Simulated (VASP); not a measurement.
# B (Pm-3m) in VASP: equation of state

How stiff is B in PBE, and what volume does it want? The cell is scaled to several volumes.

Program: VASP 6.6.1. These are calculated values, not measurements. Logs are shortened: lines on timing, memory, paths and dates and some standing lists are left out, and cuts for length are marked.

## 1. Starting point

The structure is cubic, space group Pm-3m (No. 221). The conventional cell has a = 1.885 Å, b = 1.885 Å, c = 1.885 Å, α = 90.00°, β = 90.00°, γ = 90.00°. Around B (site symmetry m-3m) lie 6 B at 1.89 Å.

The cell was built by a generator and needn't be a form met in nature.

## 2. Equation of state, PBE, 6.30 Å³/atom (volume scaled by 0.94)

The input, INCAR:

```
PREC = Accurate
ENCUT = 520
EDIFF = 1E-7
ISMEAR = -1
SIGMA = 0.05
LREAL = False
LASPH = True
NELM = 100
ALGO = Normal
ISIF = 2
LWAVE = False
LCHARG = False
GGA = PE
NBANDS = 8
```

The input, KPOINTS:

```
regular mesh
0
Gamma
  14 14 14
```

The input, POSCAR:

```
B
1.0
    1.8467549156      0.0000000000      0.0000000000
    0.0000000000      1.8467549156      0.0000000000
    0.0000000000      0.0000000000      1.8467549156
B
1
Direct
    0.5000000000      0.5000000000      0.5000000000
```

Potentials or basis: VASP PAW PBE potentials, release 64 (B).

The run is started by

```bash
> cat potpaw_PBE.64/B/POTCAR > POTCAR
> mpirun -np 1 vasp_std > vasp.out
```

OUTCAR:

```text
PREC = Accurate
   ENCUT = 520
   EDIFF = 1E-7
   ISMEAR = -1
   LREAL = False
   LASPH = True
   NELM = 100
   ISIF = 2
   GGA = PE

 Found    120 irreducible k-points:

 Following reciprocal coordinates:
            Coordinates               Weight
  0.000000  0.000000  0.000000      1.000000
  0.071429  0.000000  0.000000      6.000000
  0.142857  0.000000  0.000000      6.000000
  0.214286  0.000000  0.000000      6.000000
  0.285714  0.000000  0.000000      6.000000
  0.357143  0.000000  0.000000      6.000000
   k-points           NKPTS =    120   k-points in BZ     NKDIM =    120   number of bands    NBANDS=      8
   number of dos      NEDOS =    301   number of ions     NIONS =      1
   total plane-waves  NPLWV =   2744
   dimension x,y,z NGX =    14 NGY =   14 NGZ =   14
   dimension x,y,z NGXF=    28 NGYF=   28 NGZF=   28
   ions per type =               1
   NGX,Y,Z   is equivalent  to a cutoff of  12.60, 12.60, 12.60 a.u.
   NGXF,Y,Z  is equivalent  to a cutoff of  25.21, 25.21, 25.21 a.u.
 SYSTEM =  unknown system
   PREC   = accura    normal or accurate (medium, high low for compatibility)
   ISTART =      0    job   : 0-new  1-cont  2-samecut
   ICHARG =      2    charge: 1-file 2-atom 10-const
   ISPIN  =      1    spin polarized calculation?
   LNONCOLLINEAR =      F non collinear calculations
   LSORBIT =      F    spin-orbit coupling
   LASPH  =      T    aspherical Exc in radial PAW
   ENCUT  =  520.0 eV  38.22 Ry    6.18 a.u.   3.43  3.43  3.43*2*pi/ulx,y,z
   NELM   =    100;   NELMIN=  2; NELMDL= -5     # of ELM steps
   EDIFF  = 0.1E-06   stopping-criterion for ELM
   LREAL  =      F    real-space projection
   EDIFFG = 0.1E-05   stopping-criterion for IOM
   NSW    =      0    number of steps for IOM
   IBRION =     -1    ionic relax: 0-MD 1-quasi-New 2-CG
   NFREE  =      0    steps in history (QN), initial steepest desc. (CG)
   ISIF   =      2    stress and relaxation
   ISYM   =      2    0-nonsym 1-usesym 2-fastsym
   POTIM  = 0.5000    time-step for ionic-motion
   TEBEG  =    0.0;   TEEND  =   0.0 temperature during run
   PSTRESS=    0.0 pullay stress
   NELECT =       3.0000    total number of electrons
   NUPDOWN=      -1.0000    fix difference up-down
   EMIN   =  10.00;   EMAX   =-10.00  energy-range for DOS
   EFERMI =   0.00;   METHOD = LEGACY
   ISMEAR =    -1;   SIGMA  =   0.05  broadening in eV -4-tet -1-fermi 0-gaus
   EFERMI_NEDOS =   21; number of points for ismear=-14 and -15
   IALGO  =     38    algorithm
   IMIX   =      4    mixing-type and parameters
     AMIX     =   0.40;   BMIX     =  1.00
     AMIX_MAG =   1.60;   BMIX_MAG =  1.00
  volume/ion in A,a.u.               =       6.30        42.50
  Fermi-wavevector in a.u.,A,eV,Ry     =   1.278515  2.416044 22.240108  1.634602
  Thomas-Fermi vector in A             =   2.411054
   LORBIT       =      0    0 simple, 1 ext, 2 COOP (PROOUT), +10 PAW based schemes
   GGA     = PE    functional components
   LHFCALC =     F    Hartree Fock is set to
   AEXX    =    0.0000 exact exchange contribution
   IVDW    =     0    specifies the selected vdW correction
   LEPSILON=     F    determine dielectric tensor
   LRPA    =     F    only Hartree local field effects (RPA)
 non-spin polarized calculation
  energy-cutoff  :      520.00
  volume of cell :        6.30
 maximum number of plane-waves:       178
 NGX is ok and might be reduce to    14
   NGX =  7   NGY =  7   NGZ =  7

 number of electron       3.0000000 magnetization

 Free energy of the ion-electron system (eV)
  ---------------------------------------------------
  ext. energy  EPLUGINS =         0.00000000
  ---------------------------------------------------
  free energy    TOTEN  =        -5.58141585 eV

  energy without entropy =       -5.57696591  energy(sigma->0) =       -5.57919088

 E-fermi :   7.6026     XC(G=0): -12.6385

 val. band max:        7.5486705728   @ k =   0.4286   0.2857   0.2857
 cond. band min:       7.6074508979   @ k =   0.4286   0.4286   0.2143
 fundamental gap:      0.0587803250
 Fermi energy:         7.6026401201

 k-point     1 :       0.0000    0.0000    0.0000
  band No.  band energies     occupation
      1      -8.7298      2.00000
      2      21.9615      0.00000
      3      21.9615      0.00000
      4      21.9615      0.00000
      5      32.4876      0.00000
      6      32.4876      0.00000
      7      42.4327      0.00000
      8      63.2214      0.00000

 k-point     2 :       0.0714    0.0000    0.0000
  band No.  band energies     occupation
      1      -8.5505      2.00000
      2      20.1458      0.00000
      3      22.1152      0.00000
      4      22.1152      0.00000
      5      32.6991      0.00000
      6      34.5120      0.00000
      7      42.3140      0.00000
      8      61.7803      0.00000

 k-point     3 :       0.1429    0.0000    0.0000
  band No.  band energies     occupation
      1      -8.0134      2.00000
      2      16.6131      0.00000
      3      22.5648      0.00000
      4      22.5648      0.00000
      5      33.3302      0.00000
      6      38.4254      0.00000
      7      42.1779      0.00000
      8      58.3888      0.00000

 k-point     4 :       0.2143    0.0000    0.0000
  band No.  band energies     occupation
      1      -7.1209      2.00000
      2      12.8616      0.00000
      3      23.2713      0.00000
      4      23.2713      0.00000
      5      34.3688      0.00000
      6      40.3613      0.00000
      7      44.2702      0.00000
      8      54.5321      0.00000

 k-point     5 :       0.2857    0.0000    0.0000
  band No.  band energies     occupation
      1      -5.8788      2.00000
      2       9.2803      0.00000
      3      24.1558      0.00000
      4      24.1558      0.00000
      5      35.7845      0.00000
      6      39.9551      0.00000
      7      48.2496      0.00000
      8      50.9619      0.00000

 k-point     6 :       0.3571    0.0000    0.0000
  band No.  band energies     occupation
      1      -4.3031      2.00000
      2       5.9972      2.00000
      3      25.0771      0.00000
      4      25.0771      0.00000
      5      37.4959      0.00000
      6      39.3894      0.00000
      7      48.0470      0.00000
      8      48.0470      0.00000

 [... further k-points ...]

------------------------ aborting loop because EDIFF is reached ----------------------------------------

  FORCE on cell =-STRESS in cart. coord.  units (eV):
  Direction    XX          YY          ZZ          XY          YZ          ZX
  --------------------------------------------------------------------------------------
  -------------------------------------------------------------------------------------
  Total        0.6551469      0.6551469      0.6551469      0.0000000     -0.0000000      0.0000000
  in kB      166.6562124    166.6562124    166.6562124      0.0000000     -0.0000000      0.0000000
  external PRESSURE =     166.6562124 kB  Pullay stress =       0.0000000 kB

 VOLUME and BASIS-vectors are now :
 -----------------------------------------------------------------------------
  energy-cutoff  :      520.00
  volume of cell :        6.30
      direct lattice vectors                 reciprocal lattice vectors
     1.846754916  0.000000000  0.000000000     0.541490369  0.000000000  0.000000000
     0.000000000  1.846754916  0.000000000     0.000000000  0.541490369  0.000000000
     0.000000000  0.000000000  1.846754916     0.000000000  0.000000000  0.541490369

 POSITION                                       TOTAL-FORCE (eV/Angst)
 -----------------------------------------------------------------------------------
      0.92338      0.92338      0.92338         0.000000      0.000000      0.000000
 -----------------------------------------------------------------------------------
    total drift:                                0.000000     -0.000000     -0.000000

  FREE ENERGIE OF THE ION-ELECTRON SYSTEM (eV)
  ---------------------------------------------------
  free  energy   TOTEN  =        -5.5814158452 eV

  energy  without entropy=       -5.5769659101  energy(sigma->0) =       -5.57919088
```

Run time: 7.8 s. Hardware: 1 thread of AMD EPYC 7R43 (Zen 3), shared host; peak memory 0.07 GiB.

Results:

| Item | Value |
| --- | --- |
| Free energy | -5.5814 eV |
| Pressure | 16.7 GPa |
| Band gap on the k mesh | none (metal or under the smearing width) |

## 3. Equation of state, PBE, 6.43 Å³/atom (volume scaled by 0.96)

The input, INCAR:

```
SYSTEM = B
PREC     = Accurate       ! precision mode
ENCUT    = 520            ! plane-wave cutoff, eV
EDIFF    = 1E-7           ! SCF threshold, eV
ISMEAR   = -1             ! smearing method
SIGMA    = 0.05           ! smearing width, eV
LREAL    = .FALSE.        ! projectors in reciprocal space
LASPH    = .TRUE.         ! aspherical terms in the spheres
NELM     = 80             ! most SCF steps
ALGO     = Normal         ! electronic algorithm
ISIF     = 2              ! what is computed and relaxed
LWAVE    = .FALSE.        ! write WAVECAR
LCHARG   = .FALSE.        ! write CHGCAR
GGA      = PE             ! functional
NBANDS   = 8              ! bands
```

The input, KPOINTS:

```
regular mesh
0
G
  14 14 14
  0 0 0
```

The input, POSCAR:

```
B
1.0
    1.8597606604      0.0000000000      0.0000000000
    0.0000000000      1.8597606604      0.0000000000
    0.0000000000      0.0000000000      1.8597606604
B
1
Direct
    0.5000000000      0.5000000000      0.5000000000
```

Potentials or basis: VASP PAW PBE potentials, release 64 (B).

The run is started by

```bash
> cat potpaw_PBE.64/B/POTCAR > POTCAR
> mpirun -np 1 vasp_std > vasp.out
```

Run time: 5.5 s. Hardware: 1 thread of AMD EPYC 7R43 (Zen 3), shared host; peak memory 0.08 GiB.

It converged, with:

```
Free energy            : -5.5930 eV
Pressure               : 10.7 GPa
Band gap on the k mesh : none (metal or under the smearing width)
```

## 4. Equation of state, PBE, 6.57 Å³/atom (volume scaled by 0.98)

The input, INCAR:

```
ALGO = Normal ; EDIFF = 1E-7
ENCUT = 520 ; GGA = PE
ISIF = 2 ; ISMEAR = -1
LASPH = T ; LCHARG = F
LREAL = F ; LWAVE = F
NBANDS = 8 ; NELM = 80
PREC = Accurate ; SIGMA = 0.05
```

The input, KPOINTS:

```
k-points
0
Gamma
  14 14 14
```

The input, POSCAR:

```
B
1.0
    1.8725870013      0.0000000000      0.0000000000
    0.0000000000      1.8725870013      0.0000000000
    0.0000000000      0.0000000000      1.8725870013
B
1
Direct
    0.5000000000      0.5000000000      0.5000000000
```

The run is started by

```bash
> cat potpaw_PBE.64/B/POTCAR > POTCAR
> mpirun -np 1 vasp_std > vasp.out
```

It took 5.5 s on 1 thread of AMD EPYC 7R43 (Zen 3), shared host; peak memory 0.07 GiB.

It converged, with:

```yaml
Free_energy: -5.5997 eV
Pressure: 5.3 GPa
Band_gap_on_the_k_mesh: none (metal or under the smearing width)
```

## 5. Equation of state, PBE, 6.83 Å³/atom (volume scaled by 1.02)

The input, INCAR:

```
SYSTEM = B
PREC = Accurate
ENCUT = 520
EDIFF = 1E-7
ISMEAR = -1
SIGMA = 0.05
LREAL = .FALSE.
LASPH = .TRUE.
NELM = 100
ALGO = Normal
ISIF = 2
LWAVE = .FALSE.
LCHARG = .FALSE.
GGA = PE
NBANDS = 8
```

The input, KPOINTS:

```
regular mesh
0
G
  14 14 14
  0 0 0
```

The input, POSCAR:

```
B
1.0
    1.8977253970      0.0000000000      0.0000000000
    0.0000000000      1.8977253970      0.0000000000
    0.0000000000      0.0000000000      1.8977253970
B
1
Direct
    0.5000000000      0.5000000000      0.5000000000
```

The run is started by

```bash
> cat potpaw_PBE.64/B/POTCAR > POTCAR
> mpirun -np 1 vasp_std > vasp.out
```

It took 6.6 s on 1 thread of AMD EPYC 7R43 (Zen 3), shared host; peak memory 0.07 GiB.

The run converged. Its results:

- Free energy: -5.6007 eV
- Pressure: -4.1 GPa
- Band gap on the k mesh: none (metal or under the smearing width)

## 6. Equation of state, PBE, 6.97 Å³/atom (volume scaled by 1.04)

The input, INCAR:

```
SYSTEM = B
ALGO = Normal ; EDIFF = 1E-7
ENCUT = 520 ; GGA = PE
ISIF = 2 ; ISMEAR = -1
LASPH = .TRUE. ; LCHARG = .FALSE.
LREAL = .FALSE. ; LWAVE = .FALSE.
NBANDS = 8 ; NELM = 100
PREC = Accurate ; SIGMA = 0.05
```

The input, KPOINTS:

```
k-points
0
G
  14 14 14
  0 0 0
```

The input, POSCAR:

```
B
1.0
    1.9100486345      0.0000000000      0.0000000000
    0.0000000000      1.9100486345      0.0000000000
    0.0000000000      0.0000000000      1.9100486345
B
1
Direct
    0.5000000000      0.5000000000      0.5000000000
```

Potentials or basis: VASP PAW PBE potentials, release 64 (B).

The run is started by

```bash
> cat potpaw_PBE.64/B/POTCAR > POTCAR
> mpirun -np 1 vasp_std > vasp.out
```

Run time: 5.8 s. Hardware: 1 thread of AMD EPYC 7R43 (Zen 3), shared host; peak memory 0.07 GiB.

The run converged. Its results:

| Item | Value |
| --- | --- |
| Free energy | -5.5956 eV |
| Pressure | -8.2 GPa |
| Band gap on the k mesh | none (metal or under the smearing width) |

## 7. Equation of state, PBE, 7.10 Å³/atom (volume scaled by 1.06)

The input, INCAR:

```
SYSTEM = B
ALGO     = Normal         ! electronic algorithm
EDIFF    = 1E-7           ! SCF threshold, eV
ENCUT    = 520            ! plane-wave cutoff, eV
GGA      = PE             ! functional
ISIF     = 2              ! what is computed and relaxed
ISMEAR   = -1             ! smearing method
LASPH    = .True.         ! aspherical terms in the spheres
LCHARG   = .False.        ! write CHGCAR
LREAL    = .False.        ! projectors in reciprocal space
LWAVE    = .False.        ! write WAVECAR
NBANDS   = 8              ! bands
NELM     = 60             ! most SCF steps
PREC     = Accurate       ! precision mode
SIGMA    = 0.05           ! smearing width, eV
```

The input, KPOINTS:

```
k-points
0
Gamma
  14 14 14
  0 0 0
```

The input, POSCAR:

```
B
1.0
    1.9222148773      0.0000000000      0.0000000000
    0.0000000000      1.9222148773      0.0000000000
    0.0000000000      0.0000000000      1.9222148773
B
1
Direct
    0.5000000000      0.5000000000      0.5000000000
```

The run is started by

```bash
> cat potpaw_PBE.64/B/POTCAR > POTCAR
> mpirun -np 1 vasp_std > vasp.out
```

It took 7.5 s on 1 thread of AMD EPYC 7R43 (Zen 3), shared host; peak memory 0.07 GiB.

It converged, with:

| Property | Result |
| --- | --- |
| Free energy | -5.5873 eV |
| Pressure | -11.9 GPa |
| Band gap on the k mesh | none (metal or under the smearing width) |

## 8. Equation of state, PBE

Potentials or basis: VASP PAW PBE potentials, release 64 (B).

This step only gathers the single runs of the series.

Results:

* Equilibrium volume: 6.71 Å³/atom
* Bulk modulus: 233 GPa
* Pressure derivative of the bulk modulus: 3.7

Energy against volume, from the lowest point:
| volume (Å³/atom) | energy (meV/atom) |
| --- | --- |
| 6.298 | 20.76 |
| 6.432 | 9.22 |
| 6.566 | 2.45 |
| 6.700 | 0.00 |
| 6.834 | 1.49 |
| 6.968 | 6.55 |
| 7.102 | 14.90 |
